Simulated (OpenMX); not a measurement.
Runs of OpenMX 3.8.5 on NaI. Symmetry: Fm-3m, No. 225, cubic system. Conventional cell: a = 6.473 Å, b = 6.473 Å, c = 6.473 Å, α = 90.00°, β = 90.00°, γ = 90.00°. Around I (site symmetry m-3m) lie 6 Na at 3.24 Å. Around Na (site symmetry m-3m) lie 6 I at 3.24 Å. 

```tsv
task	potentials or basis	grid points, held for all volumes	max SCF cycles	gap on the mesh (eV)	pressure (GPa)	V0 of scaled cells (Å³/atom)	B0 (GPa)
equation of state	OpenMX 2013 PBE set, I7.0-s3p3d2f1, Na9.0-s3p2d2, fixed grid of 50 × 50 × 50 points	50 × 50 × 50	-	-	-	(b)	15
band structure	OpenMX 2013 PBE set, I7.0-s3p2d2, Na9.0-s3p2, grid cutoff 500 Ry	-	100	3.72	0.7	-	-
equation of state	OpenMX 2013 PBE set, I7.0-s3p2d2, Na9.0-s3p2, fixed grid of 50 × 50 × 50 points	50 × 50 × 50	-	-	-	(a)	16
band structure	OpenMX 2013 PBE set, I7.0-s3p3d2f1, Na9.0-s3p2d2, grid cutoff 500 Ry	-	100	3.78	0.7	-	-
```

Alike in all rows: level PBE; no spin polarisation; cell as given; k mesh 7 × 7 × 7; smearing fermi-dirac 0.05 eV.

Problem. Fill in the values left out.

Solution. (a) 35.24; (b) 35.31.

Caveats: the basis of atomic orbitals isn't converged, which shifts pressures, moduli and gaps; volumes in these bases differ from converged ones by about 1 %, for some elements by several (some runs); spin-orbit coupling is left out, which moves the levels of the heavy elements (some runs).

A k mesh can miss the band edges, and the runs leave out spin-orbit coupling on I.
